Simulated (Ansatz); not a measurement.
**From three elastic constants to directional properties of AlP**

Theory: Ansatz 0.2.0, DFT LDA, scalar-relativistic, plane waves, PAW. Cutoff 420 eV, 10×10×10 k-points (Γ-centred), fixed occupations. No spin polarisation.

The cell is fixed (symmetry leaves no force on the atoms) and stands under -0.1 GPa:
Space group F-43m (No. 216). a = 5.435 Å, b = 5.435 Å, c = 5.435 Å, α = 90.00°, β = 90.00°, γ = 90.00°
| atom | site | symmetry | x | y | z |
| --- | --- | --- | --- | --- | --- |
| Al | 4a | -43m | 0.0000 | 0.0000 | 0.0000 |
| P | 4d | -43m | 0.2500 | 0.2500 | 0.7500 |

The cell is the ideal cubic zincblende prototype.

With ions relaxed, on the cubic axes: C11 = 132.3, C12 = 68.6, C44 = 61.5 GPa. The density is 2.398 g/cm³. Zone-centre modes weren't checked beside this run.

Question: Is the crystal stable against strain, and how anisotropic is it?

Answer: Born's conditions hold: C11 + 2C12 = 269.5, C11 − C12 = 63.8 and C44 = 61.5 GPa are all positive. B = (C11 + 2C12)/3 = 89.8 GPa. The two shear moduli are C44 and C′ = (C11 − C12)/2 = 31.9 GPa, so Zener's ratio is A = C44/C′ = 1.93: the tetragonal shear C′ is the soft one, as in many fcc and bcc metals and zincblende crystals. The Cauchy pressure C12 − C44 is 7.1 GPa; it would vanish for pair forces between atoms on inversion centres at zero pressure, and a positive value is usual with metallic or many-body binding, and where atoms off inversion centres relax under shear, which lowers C44.

Question: Give the sound speeds along the three symmetry directions.

Answer: The Christoffel equation gives ρv² for each branch:
```
direction branch                    ρv²    GPa v (m/s)
    [100]              L                    C11  132.3     7430
    [100]         T (×2) C44   61.5     5066
    [110]              L   (C11 + C12 + 2C44)/2  162.0     8220
    [110]   T, u ∥ [001]                    C44   61.5     5066
    [110]  T, u ∥ [1-10]          (C11 − C12)/2   31.9     3646
    [111]              L  (C11 + 2C12 + 4C44)/3  171.9     8467
    [111]         T (×2) (C11 − C12 + C44)/3   41.8     4173
```

In a piezoelectric crystal some branches stiffen further, which is left out.

Question: How does Young's modulus depend on direction?

Answer: Inverting gives S11 = 11.694, S12 = -3.992, S44 = 16.252 TPa⁻¹. Along a unit vector (l, m, n), 1/E = S11 − 2(S11 − S12 − S44/2)(l²m² + m²n² + n²l²), where the last bracket is 0, 1/4 and 1/3 for [100], [110] and [111]: E = 86, 126 and 150 GPa. With A > 1 the body diagonal is stiffest. For a film on (001), the biaxial modulus is C11 + C12 − 2C12²/C11 = 130 GPa and the normal strain is −2C12/C11 = -1.04 times the in-plane one.

AlP resists volume change much more strongly than tetragonal shear, and the anisotropy follows from its tetrahedral sp³ network. A volume-conserving tetragonal strain leaves all Al–P bond lengths unchanged to first order and only bends the angles between them, so C′ is just 31.9 GPa. The C44 shear also stretches and compresses bonds, and remains the stiffer one even after the sublattices shift to relieve part of that strain. Young's modulus therefore peaks along [111], a bond direction, while the slowest sound wave is the [110] transverse branch governed by C′ alone.

The positive Cauchy pressure is no sign of metallic bonding in this semiconductor; it fits angular forces that are weak beside bond stretching, together with the internal relaxation. The partly ionic character of the Al–P bond probably weakens those angular forces relative to a purely covalent group-IV network. The Born conditions establish stability against small homogeneous strains, but not that zincblende is favoured over wurtzite or denser, higher-coordinated phases.
